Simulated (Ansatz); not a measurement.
## Ionic part of the dielectric constant of HfO$_{2}$ at 16 GPa, mode by mode

All numbers below come from Ansatz, DFT PBEsol, scalar-relativistic, plane waves, PAW. Cutoff 420 eV, 8×8×8 k-points (Γ-centred), fixed occupations. No spin polarisation. Phonons by linear response, acoustic sum rule imposed.

The structure is cubic, space group Fm-3m (No. 225). Conventional cell: a = 4.954 Å, b = 4.954 Å, c = 4.954 Å, α = 90.00°, β = 90.00°, γ = 90.00°. Hf (site symmetry m-3m) has 8 O at 2.15 Å as nearest neighbours. O (site symmetry -43m) has 4 Hf at 2.15 Å as nearest neighbours.

Spin–orbit coupling is left out, which matters for heavy elements. Other phases may be more stable at this pressure.

The primitive cell has V = 30.39 Å³ and ε∞,yy = 5.365. Each polar mode adds Δε = (4.92064×10⁷/V)·S/ν² along y, with S its oscillator strength in e²/amu, ν in cm⁻¹ and V in Å³.

Q: From these modes, find each Δε and ε0,yy.
```tsv
ν (cm⁻¹)	S_yy (e²/amu)
289.9	1.151
```

A:
| ν (cm⁻¹) | Δε |
| --- | --- |
| 289.9 | 22.17 |

The sum is 22.167, so ε0,yy = 27.53; the run's tensor has 27.53.

Q: Where do the longitudinal modes lie for a wave vector along y?

A: At 657 cm⁻¹. The Lyddane–Sachs–Teller product Π(ν_LO/ν_TO)² = 5.13 matches ε0/ε∞ = 5.13.

This fluorite-type form isn't the usual stable structure of the compound at low pressure.

Cost: 1 run of about 0.45 core-minutes, on Intel Xeon Platinum 8488C (Sapphire Rapids) (shared hosts).